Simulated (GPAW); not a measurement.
Runs of GPAW 26.7.0 on Cu. The structure is cubic, space group Fm-3m (No. 225). Conventional cell: a = 3.615 Å, b = 3.615 Å, c = 3.615 Å, α = 90.00°, β = 90.00°, γ = 90.00°. Cu (site symmetry m-3m) is surrounded by 12 Cu at 2.56 Å. 

| task | level | potentials or basis | cell | k mesh | cutoff (eV) | convergence | supercell | supercell k mesh | displacement | relaxed first | pressure (GPa) | V0 of scaled cells (Å³/atom) | B0 (GPa) |
| --- | --- | --- | --- | --- | --- | --- | --- | --- | --- | --- | --- | --- | --- |
| qha | AM05+D4 | PAW data sets generated in the run's folder for this functional, pw | relaxed | 8 × 8 × 8 | 510 | density=1e-06 eigenstates=1e-09 | 2 × 2 × 2 | 4 × 4 × 4 | 0.01 | cell | 0.0 | - | - |
| band structure | AM05 | PAW data sets generated in the run's folder for this functional, pw | as given | 13 × 13 × 13 | 600 | - | - | - | - | - | -5.1 | - | - |
| band structure | PBEsol | PAW data sets generated in the run's folder for this functional, pw | as given | 13 × 13 × 13 | 600 | - | - | - | - | - | -4.7 | - | - |
| equation of state | OLYP | PAW data sets generated in the run's folder for this functional, pw | as given | 13 × 13 × 13 | 600 | - | - | - | - | - | - | 12.33 | (b) |
| equation of state | C09-vdW | GPAW PAW data sets (gpaw-data 1.2.1), pw | as given | 13 × 13 × 13 | 600 | - | - | - | - | - | - | 11.85 | 150 |
| band structure | rSCAN | GPAW PAW data sets (gpaw-data 1.2.1), pw | as given | 13 × 13 × 13 | 600 | - | - | - | - | - | (a) | - | - |

Alike in all rows: no spin polarisation; smearing fermi-dirac 0.05 eV.

**Question.** Estimate the missing entries.

**Answer.** (a) -3.7; (b) 119.

Caveats: with this Cu data set, volumes or pressures lay over 1.5 % or 2 GPa off other programs in two to four cells of ten; the PAW data sets were made with another functional, which shifts forces and pressure a little (some runs); the cutoff is short for stress and forces, so pressures can be off by a GPa or more (some runs); the density grid can change from cell to cell, which puts small steps into energies and stress (some runs); pairwise dispersion overbinds metals, which lowers pressure and volume (some runs).

Runs at the PBE level aren't shown here.
